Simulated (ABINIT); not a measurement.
Input of an ABINIT 10.8.3 (patched build) run:

The input run.abi:

```
# Datasets: ground state, then fixed potential
ndtset 2

# Pseudopotentials
pp_dirpath "./"
pseudos "Si.GGA_PBE-JTH.xml"

# Structure
acell 3*1.0 Angstrom
rprim
     0.0000000000     2.7218511865     2.7218511865
     2.7218511865     0.0000000000     2.7218511865
     2.7218511865     2.7218511865     0.0000000000
ntypat 1
znucl 14
natom 2
typat 1 1
xred
     0.5000000000     0.5000000000     0.5000000000
     0.7500000000     0.7500000000     0.7500000000

# Plane-wave basis
ecut 15.0
pawecutdg 30.0

# Exchange and correlation
ixc -150130

# Bands and occupations
occopt 3
tsmear 0.05 eV

# SCF cycle
nstep 100

# Output
iomode 3
prtwf 0
prteig 0
prtebands 0
enunit 1
prtden1 1

# Dataset 1
kptopt1 1
ngkpt1 8 8 8
nshiftk1 1
shiftk1 0.0 0.0 0.0
nband1 8
tolvrs1 1.0e-9

# Dataset 2: bands along G-X-W-K-G-L-U-W-L-K
iscf2 -2
getden2 1
nband2 12
nbdbuf2 2
tolwfr2 1.0e-12
kptopt2 -9
ndivsm2 6
prteig2 1
kptbounds2
     0.0000000000     0.0000000000     0.0000000000
     0.5000000000     0.0000000000     0.5000000000
     0.5000000000     0.2500000000     0.7500000000
     0.3750000000     0.3750000000     0.7500000000
     0.0000000000     0.0000000000     0.0000000000
     0.5000000000     0.5000000000     0.5000000000
     0.6250000000     0.2500000000     0.6250000000
     0.5000000000     0.2500000000     0.7500000000
     0.5000000000     0.5000000000     0.5000000000
     0.3750000000     0.3750000000     0.7500000000
```

Potentials or basis: JTH PAW PBE v2.0.

The run is started by

```bash
$ abinit run.abi > log 2>&1
```

**Question.** Predict the band gap along the path.

**Answer.** 0.42 eV, indirect (least direct gap 2.49 eV).

**Question.** Predict the pressure.

**Answer.** -1.3 GPa.

**Question.** Predict the band gap on the k mesh.

**Answer.** 0.46 eV, indirect (least direct gap 2.49 eV).

Levels at the corners of the path, in eV from the valence-band top:
| point | band 2 | band 3 | band 4 | band 5 | band 6 | band 7 |
| --- | --- | --- | --- | --- | --- | --- |
| Γ | 0.00 | 0.00 | 0.00 | 2.49 | 2.49 | 2.49 |
| X | -7.83 | -2.89 | -2.89 | 0.55 | 0.55 | 10.02 |
| W | -7.66 | -3.93 | -3.93 | 4.15 | 4.15 | 4.91 |
| K | -7.24 | -4.38 | -2.46 | 1.05 | 4.02 | 7.40 |
| Γ | 0.00 | 0.00 | 0.00 | 2.49 | 2.49 | 2.49 |
| L | -7.02 | -1.21 | -1.21 | 1.42 | 3.25 | 3.25 |
| U | -7.24 | -4.38 | -2.46 | 1.05 | 4.02 | 7.40 |
| W | -7.66 | -3.93 | -3.93 | 4.15 | 4.15 | 4.91 |
| L | -7.02 | -1.21 | -1.21 | 1.42 | 3.25 | 3.25 |
| K | -7.24 | -4.38 | -2.46 | 1.05 | 4.02 | 7.40 |

Caveat: the PAW data sets were made with another functional, which shifts forces and pressure a little.
